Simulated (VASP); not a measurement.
PtS2: band structure with revTPSS

The system is PtS2.

```
CELL_PARAMETERS angstrom
3.54320 0.00000 0.00000
-1.77160 3.06850 0.00000
0.00000 0.00000 5.03880
ATOMIC_POSITIONS crystal
Pt 0.00000 0.00000 0.00000
S 0.66667 0.33333 0.77300
S 0.33333 0.66667 0.22700
```

| Quantity | Value |
| --- | --- |
| Program | VASP 6.6.1 |
| Task | band structure |
| Functional | revTPSS |
| Potentials or basis | VASP PAW PBE potentials, release 64 (Pt, S) |
| Cutoff | 520 eV |
| k mesh | 9 × 9 × 5 |
| Occupations | fermi-dirac, width 0.05 eV |
| Spin | no spin polarisation |
| Further INCAR settings | ALGO = Normal; EDIFF = 1e-07 |

The pressure is 8.3 GPa, the largest force is 1.131 eV/Å and the band gap on the k mesh is 1.07 eV, indirect (least direct gap 1.10 eV). The band gap along the path is 1.06 eV, indirect (least direct gap 1.62 eV).

Forces in eV/Å, atoms in the order of the input:
```
Pt   0.000  0.000  0.000
S    0.000  0.000 -1.131
S    0.000  0.000  1.131
```

Levels at the corners of the path, in eV from the valence-band top:
| point | band 9 | band 10 | band 11 | band 12 | band 13 | band 14 |
| --- | --- | --- | --- | --- | --- | --- |
| Γ | -1.08 | -1.08 | -0.11 | 2.56 | 2.56 | 4.77 |
| M | -3.27 | -3.03 | -2.35 | 1.86 | 2.94 | 5.62 |
| M | -3.27 | -3.03 | -2.35 | 1.86 | 2.94 | 5.62 |
| K | -2.67 | -1.52 | -1.52 | 1.11 | 1.11 | 5.88 |
| K | -2.67 | -1.52 | -1.52 | 1.11 | 1.11 | 5.88 |
| Γ | -1.08 | -1.08 | -0.11 | 2.56 | 2.56 | 4.77 |
| Γ | -1.08 | -1.08 | -0.11 | 2.56 | 2.56 | 4.77 |
| A | -1.27 | -1.27 | -0.93 | 3.03 | 3.03 | 5.46 |
| A | -1.27 | -1.27 | -0.93 | 3.03 | 3.03 | 5.46 |
| L | -3.08 | -2.75 | -1.38 | 2.18 | 2.46 | 5.54 |
| L | -3.08 | -2.75 | -1.38 | 2.18 | 2.46 | 5.54 |
| H | -3.58 | -1.93 | -1.93 | 2.31 | 2.31 | 7.53 |
| H | -3.58 | -1.93 | -1.93 | 2.31 | 2.31 | 7.53 |
| A | -1.27 | -1.27 | -0.93 | 3.03 | 3.03 | 5.46 |
| L | -3.08 | -2.75 | -1.38 | 2.18 | 2.46 | 5.54 |
| M | -3.27 | -3.03 | -2.35 | 1.86 | 2.94 | 5.62 |
| K | -2.67 | -1.52 | -1.52 | 1.11 | 1.11 | 5.88 |
| H | -3.58 | -1.93 | -1.93 | 2.31 | 2.31 | 7.53 |

Wall time 2.3 min on 1 thread of Intel(R) Xeon(R) 6975P-C (Granite Rapids), on a shared host, peak memory 0.21 GiB.

Caveat: the PAW data sets were made with another functional, which shifts forces and pressure a little; spin-orbit coupling is left out, which moves the levels of the heavy elements.
